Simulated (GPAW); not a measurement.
Runs of GPAW 26.7.0 on InP. It takes space group F-43m (No. 216, cubic). The conventional cell has a = 5.861 Å, b = 5.861 Å, c = 5.861 Å, α = 90.00°, β = 90.00°, γ = 90.00°. In (site symmetry -43m) is surrounded by 4 P at 2.54 Å. P (site symmetry -43m) is surrounded by 4 In at 2.54 Å. 

```csv
task,level,potentials or basis,cell,optimizer,fmax,max steps,target pressure,convergence,gap on the mesh (eV),pressure (GPa)
relaxation of cell and atoms,LDA,"the program's PAW data sets (release 1.2.1) made for this functional, pw",relaxed to 5 GPa,BFGS,0.02 eV/Å,60,5 GPa,density=1e-05 forces=0.0001,(b),5.0
relaxation of cell and atoms,LDA,"the program's PAW data sets (release 1.2.1) made for this functional, pw",relaxed to 30 GPa,BFGS,0.02 eV/Å,60,30 GPa,density=1e-05 forces=0.0001,1.06,30.0
relaxation of cell and atoms,LDA,"the program's PAW data sets (release 1.2.1) made for this functional, pw",relaxed to 20 GPa,BFGS,0.02 eV/Å,60,20 GPa,density=1e-05 forces=0.0001,1.20,20.0
relaxation of cell and atoms,LDA,"the program's PAW data sets (release 1.2.1) made for this functional, pw",relaxed to 10 GPa,BFGS,0.02 eV/Å,60,10 GPa,density=1e-05 forces=0.0001,1.17,10.0
relaxation of cell and atoms,LDA,"the program's PAW data sets (release 1.2.1) made for this functional, pw",relaxed,BFGS,0.02 eV/Å,60,-,density=1e-05 forces=0.0001,0.60,0.0
relaxation of cell and atoms,LDA,"the program's PAW data sets (release 1.2.1) made for this functional, pw",relaxed to 2 GPa,BFGS,0.02 eV/Å,60,2 GPa,density=1e-05 forces=0.0001,(a),2.0
```

Alike in all rows: no spin polarisation; k mesh 8 × 8 × 8; cutoff (eV) 600; smearing fermi-dirac 0.05 eV.

Q: Estimate the missing entries.

A: (a) 0.74; (b) 0.92.

Caveats: later steps reuse the first step's grids; spin-orbit coupling is left out, which moves the levels of the heavy elements.

A k mesh can miss the band edges, and the runs leave out spin-orbit coupling on In.
